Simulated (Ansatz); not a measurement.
**Hg: equation of state**

How stiff is Hg, and at what volume does the pressure vanish? The cell is scaled evenly, atoms carried along, and solved with LAPW, PAW and all-electron datasets made for the crystal.

Program: Ansatz 0.2.0. Level of theory: DFT LDA, scalar-relativistic. These are calculated values, not measurements.

## (1) Starting point

The structure is trigonal, space group R-3m (No. 166). The conventional cell has a = 3.460 Å, b = 3.460 Å, c = 6.702 Å, α = 90.00°, β = 90.00°, γ = 120.00°. Hg (site symmetry -3m) has 6 Hg at 3.00 Å as nearest neighbours.

Structure file:

```cif
data_structure
_symmetry_space_group_name_H-M 'P 1'
_symmetry_Int_Tables_number 1
_cell_length_a 2.9969
_cell_length_b 2.9969
_cell_length_c 2.9969
_cell_angle_alpha 70.517
_cell_angle_beta 70.517
_cell_angle_gamma 70.517
_cell_volume 23.16
loop_
_atom_site_label
_atom_site_type_symbol
_atom_site_fract_x
_atom_site_fract_y
_atom_site_fract_z
_atom_site_occupancy
Hg1 Hg 0.00000 0.00000 0.00000 1
```

## (2) Volume × 0.96, LAPW

Input file input.yaml:

```yaml
crystal:
  lattice:
    - [1.7066192046, 0.9853170572, 2.2038071096]
    - [-1.7066192046, 0.9853170572, 2.2038071096]
    - [0.0, -1.9706341143, 2.2038071096]
  atoms:
    - { symbol: Hg, position: [0.0, 0.0, 0.0] }
kpoints:
  mp_grid: { grid: [12, 12, 12] }
  band_path:
    path:
      - [0.0, 0.0, 0.0]
      - [0.5, 0.5, 0.5]
      - [0.7000691066, 0.2999308934, 0.5]
      - [0.5, -0.2999308934, 0.2999308934]
      - [0.5, 0.0, 0.0]
      - [0.0, 0.0, 0.0]
      - [0.3999654467, -0.3999654467, 0.0]
      - [0.6000345533, 0.0, 0.3999654467]
      - [0.5, 0.0, 0.5]
    npoints: 5
scf:
  occupations: { method: fermi_dirac, width: 0.03 }
hamiltonian:
  xc: lda
  pseudopotentials: { kind: all_electron, lapw: { basis_error: 0.0005 } }
output:
  forces: true
  stress: true
  eigenvalues: true
```

Launch:

```bash
ansatz run input.yaml --threads 1 --pin off --max-ram 3072MiB --backend cpu --events-out ev --progress --plain --runs-dir out
```

## (3) Volume × 0.96, PAW

Input file input.yaml:

```yaml
crystal:
  lattice:
    - [1.7066192046, 0.9853170572, 2.2038071096]
    - [-1.7066192046, 0.9853170572, 2.2038071096]
    - [0.0, -1.9706341143, 2.2038071096]
  atoms:
    - { symbol: Hg, position: [0.0, 0.0, 0.0] }
kpoints:
  mp_grid: { grid: [12, 12, 12] }
scf:
  occupations: { method: fermi_dirac, width: 0.03 }
hamiltonian:
  xc: lda
  pseudopotentials: { kind: paw }
output:
  forces: true
  stress: true
  eigenvalues: true
  efg: { contact_densities: true }
```

## (4) Volume × 0.96, crystal datasets

Changes to input.yaml since step 3:

```diff
@@ -13,3 +13,3 @@
   xc: lda
-  pseudopotentials: { kind: paw }
+  pseudopotentials: { kind: all_electron, datasets: crystal }
 output:
```

## (5) Volume × 0.99, LAPW

Input file input.yaml:

```yaml
crystal:
  lattice:
    - [1.7242144574, 0.9954756811, 2.2265283723]
    - [-1.7242144574, 0.9954756811, 2.2265283723]
    - [0.0, -1.9909513622, 2.2265283723]
  atoms:
    - { symbol: Hg, position: [0.0, 0.0, 0.0] }
kpoints:
  mp_grid: { grid: [12, 12, 12] }
  band_path:
    path:
      - [0.0, 0.0, 0.0]
      - [0.5, 0.5, 0.5]
      - [0.7000691066, 0.2999308934, 0.5]
      - [0.5, -0.2999308934, 0.2999308934]
      - [0.5, 0.0, 0.0]
      - [0.0, 0.0, 0.0]
      - [0.3999654467, -0.3999654467, 0.0]
      - [0.6000345533, 0.0, 0.3999654467]
      - [0.5, 0.0, 0.5]
    npoints: 5
scf:
  occupations: { method: fermi_dirac, width: 0.03 }
hamiltonian:
  xc: lda
  pseudopotentials: { kind: all_electron, lapw: { basis_error: 0.0005 } }
output:
  forces: true
  stress: true
  eigenvalues: true
```

## (6) Volume × 0.99, PAW

Input file input.yaml:

```yaml
crystal:
  lattice:
    - [1.7242144574, 0.9954756811, 2.2265283723]
    - [-1.7242144574, 0.9954756811, 2.2265283723]
    - [0.0, -1.9909513622, 2.2265283723]
  atoms:
    - { symbol: Hg, position: [0.0, 0.0, 0.0] }
kpoints:
  mp_grid: { grid: [12, 12, 12] }
scf:
  occupations: { method: fermi_dirac, width: 0.03 }
hamiltonian:
  xc: lda
  pseudopotentials: { kind: paw }
output:
  forces: true
  stress: true
  eigenvalues: true
  efg: { contact_densities: true }
  write_density: true
  write_potential: true
  elf: true
  volumetric_format: npy
```

## (7) Volume × 0.99, crystal datasets

Changes to input.yaml since step 6:

```diff
@@ -13,3 +13,3 @@
   xc: lda
-  pseudopotentials: { kind: paw }
+  pseudopotentials: { kind: all_electron, datasets: crystal }
 output:
@@ -19,5 +19 @@
   efg: { contact_densities: true }
-  write_density: true
-  write_potential: true
-  elf: true
-  volumetric_format: npy
```

## (8) Volume × 1.02, LAPW

Input file input.yaml:

```yaml
crystal:
  lattice:
    - [1.7414577458, 1.0054310984, 2.2487951332]
    - [-1.7414577458, 1.0054310984, 2.2487951332]
    - [0.0, -2.0108621967, 2.2487951332]
  atoms:
    - { symbol: Hg, position: [0.0, 0.0, 0.0] }
kpoints:
  mp_grid: { grid: [12, 12, 12] }
  band_path:
    path:
      - [0.0, 0.0, 0.0]
      - [0.5, 0.5, 0.5]
      - [0.7000691066, 0.2999308934, 0.5]
      - [0.5, -0.2999308934, 0.2999308934]
      - [0.5, 0.0, 0.0]
      - [0.0, 0.0, 0.0]
      - [0.3999654467, -0.3999654467, 0.0]
      - [0.6000345533, 0.0, 0.3999654467]
      - [0.5, 0.0, 0.5]
    npoints: 5
scf:
  occupations: { method: fermi_dirac, width: 0.03 }
hamiltonian:
  xc: lda
  pseudopotentials: { kind: all_electron, lapw: { basis_error: 0.0005 } }
output:
  forces: true
  stress: true
  eigenvalues: true
```

## (9) Volume × 1.02, PAW

Input file input.yaml:

```yaml
crystal:
  lattice:
    - [1.7414577458, 1.0054310984, 2.2487951332]
    - [-1.7414577458, 1.0054310984, 2.2487951332]
    - [0.0, -2.0108621967, 2.2487951332]
  atoms:
    - { symbol: Hg, position: [0.0, 0.0, 0.0] }
kpoints:
  mp_grid: { grid: [12, 12, 12] }
scf:
  occupations: { method: fermi_dirac, width: 0.03 }
hamiltonian:
  xc: lda
  pseudopotentials: { kind: paw }
output:
  forces: true
  stress: true
  eigenvalues: true
  efg: { contact_densities: true }
```

## (10) Volume × 1.02, crystal datasets

Changes to input.yaml since step 9:

```diff
@@ -13,3 +13,3 @@
   xc: lda
-  pseudopotentials: { kind: paw }
+  pseudopotentials: { kind: all_electron, datasets: crystal }
 output:
```

## (11) Volume × 1.06, LAPW

Input file input.yaml:

```yaml
crystal:
  lattice:
    - [1.763930647, 1.0184058339, 2.2778150453]
    - [-1.763930647, 1.0184058339, 2.2778150453]
    - [0.0, -2.0368116678, 2.2778150453]
  atoms:
    - { symbol: Hg, position: [0.0, 0.0, 0.0] }
kpoints:
  mp_grid: { grid: [12, 12, 12] }
  band_path:
    path:
      - [0.0, 0.0, 0.0]
      - [0.5, 0.5, 0.5]
      - [0.7000691066, 0.2999308934, 0.5]
      - [0.5, -0.2999308934, 0.2999308934]
      - [0.5, 0.0, 0.0]
      - [0.0, 0.0, 0.0]
      - [0.3999654467, -0.3999654467, 0.0]
      - [0.6000345533, 0.0, 0.3999654467]
      - [0.5, 0.0, 0.5]
    npoints: 5
scf:
  occupations: { method: fermi_dirac, width: 0.03 }
hamiltonian:
  xc: lda
  pseudopotentials: { kind: all_electron, lapw: { basis_error: 0.0005 } }
output:
  forces: true
  stress: true
  eigenvalues: true
```

## (12) Volume × 1.06, PAW

Input file input.yaml:

```yaml
crystal:
  lattice:
    - [1.763930647, 1.0184058339, 2.2778150453]
    - [-1.763930647, 1.0184058339, 2.2778150453]
    - [0.0, -2.0368116678, 2.2778150453]
  atoms:
    - { symbol: Hg, position: [0.0, 0.0, 0.0] }
kpoints:
  mp_grid: { grid: [12, 12, 12] }
scf:
  occupations: { method: fermi_dirac, width: 0.03 }
hamiltonian:
  xc: lda
  pseudopotentials: { kind: paw }
output:
  forces: true
  stress: true
  eigenvalues: true
  efg: { contact_densities: true }
```

## (13) Volume × 1.06, crystal datasets

Changes to input.yaml since step 12:

```diff
@@ -13,3 +13,3 @@
   xc: lda
-  pseudopotentials: { kind: paw }
+  pseudopotentials: { kind: all_electron, datasets: crystal }
 output:
```

(Steps that only read results are left out.)

Before running it: what results should come out? Wanted: equilibrium volume; bulk modulus (for each run or level that gives them).

As calculated:

```
                                  quantity           value
                 equilibrium volume (LAPW)  22.396 Å³/atom
                       bulk modulus (LAPW)          54 GPa
            its pressure derivative (LAPW)             6.6
                  equilibrium volume (PAW)  22.394 Å³/atom
                        bulk modulus (PAW)          54 GPa
             its pressure derivative (PAW)             6.6
     equilibrium volume (crystal datasets)  22.397 Å³/atom
           bulk modulus (crystal datasets)          54 GPa
its pressure derivative (crystal datasets)             6.6
```

A third-order Birch-Murnaghan fit to the LAPW pressures puts zero pressure at 22.40 Å³/atom, -3.3 % from the given cell, with a bulk modulus of 54 GPa. Shape and positions are held, so a fully relaxed modulus can be lower. PAW's volume lies less than 0.01 % and its modulus less than 0.1 % from LAPW's. No thermal or zero-point expansion is included. Spin-orbit coupling is left out, though the cell holds Hg; in elements this heavy it can shift bands and gaps by tenths of an eV.
